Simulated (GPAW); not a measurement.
The system is Fe.

```
Fe
1.0
    -1.44300    1.44300    1.44300
     1.44300   -1.44300    1.44300
     1.44300    1.44300   -1.44300
Fe
1
Cartesian
  0.0000 0.0000 0.0000
```

| Property | Result |
| --- | --- |
| Program | GPAW 26.7.0 |
| Task | relaxation of cell and atoms |
| Functional | BLYP |
| Potentials or basis | PAW data sets generated in the run's folder for this functional |
| Cutoff | 600 eV |
| Basis | pw |
| k mesh | 13 × 13 × 13 |
| Occupations | fermi-dirac, width 0.05 eV |
| Spin | collinear spin, ferromagnetic start |
| Starting moments | [3.0] μB |

At the start: pressure -3.1 GPa; volume 12.02 Å³/atom.

Q: Where does the relaxation end?

A: Over 3 steps the energy falls by 2.2 meV/atom and the volume is 11.78 Å³/atom (-2.0 %); space group Im-3m (No. 229, to 0.05 Å); moment 2.14 μB per cell.

Step by step:
```
step  energy change (eV)  largest force (eV/Å)  pressure (GPa)  volume (Å³)
   1              0.0000                0.0000           -3.14        12.02
   2             -0.0017                0.0000           -1.60        11.90
   3             -0.0022                0.0000            0.11        11.78
```

Final structure:
```xyz
1
Lattice="-1.4332 1.4332 1.4332 1.4332 -1.4332 1.4332 1.4332 1.4332 -1.4332" Properties=species:S:1:pos:R:3 pbc="T T T"
Fe    0.0000    0.0000    0.0000
```

Caveat: each step starts from the last one's moments, so a moment once lost doesn't come back; later steps reuse the first step's grids.
